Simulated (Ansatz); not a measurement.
Runs of Ansatz 0.2.0 on Br. Symmetry: Cmce, No. 64, orthorhombic system. The conventional cell has a = 6.726 Å, b = 4.645 Å, c = 8.702 Å, α = 90.00°, β = 90.00°, γ = 90.00°. Br (site symmetry m) has 1 Br at 2.29 Å as nearest neighbours. 

```tsv
task	level	spin	cell	k mesh	cutoff (eV)	smearing	points for each segment of the path	gap on the mesh (eV)	pressure (GPa)	largest force (eV/Å)
single point	PBE	off	as given	7 × 7 × 3	420	gaussian 0.027 eV	-	1.90	1.8	0.87
single point	PBE	off	as given	7 × 7 × 3	420	gaussian 0.026 eV	-	1.90	1.8	0.87
band structure	HSE03	off	as given	4 × 4 × 2	420	fermi-dirac 0.05 eV	4	2.86	0.9	0.24
band structure	r2SCAN	SOC, no magnetisation	as given	5 × 5 × 3	500	fermi-dirac 0.05 eV	14	(b)	0.8	(a)
single point	PBE	off	as given	7 × 7 × 3	420	gaussian 0.023 eV	-	1.90	1.8	0.87
single point	PBE	off	as given	7 × 7 × 3	420	gaussian 0.021 eV	-	1.90	1.8	0.87
single point	PBE	off	as given	7 × 7 × 3	420	gaussian 0.025 eV	-	1.90	1.8	0.87
band structure	HSEsol	off	as given	4 × 4 × 2	420	fermi-dirac 0.05 eV	4	3.04	-0.4	0.11
single point	PBE	off	as given	7 × 7 × 3	420	gaussian 0.022 eV	-	1.90	1.8	0.87
single point	PBE	off	as given	7 × 7 × 3	420	gaussian 0.02 eV	-	1.90	1.8	0.87
single point	PBE	off	as given	7 × 7 × 3	420	gaussian 0.016 eV	-	1.90	1.8	0.87
relaxation of cell and atoms	PBE+D4	off	relaxed	7 × 7 × 3	420	fermi-dirac 0.05 eV	-	1.33	0.0	-
```

Alike in all rows: potentials or basis Ansatz PAW.

Q: Fill in the values left out.

A: (a) 0.63; (b) 2.15.

Caveats: odd divisions of the mesh miss points on the zone boundary, where band edges often lie, so the gap on the mesh can be too wide (some runs); the PAW data sets come from PBE, with cores solved anew for the run's functional, which leaves a small shift of forces and pressure (some runs); the thresholds are loose for stress (some runs); the k mesh misses the band edges, so the gap on the mesh is wider than the one along the path (some runs); the plane-wave basis is chosen anew once the cell has moved, so the energies of steps on either side of that aren't comparable (some runs).

A k mesh can miss the band edges, and rows without SOC leave out spin-orbit coupling on Br.
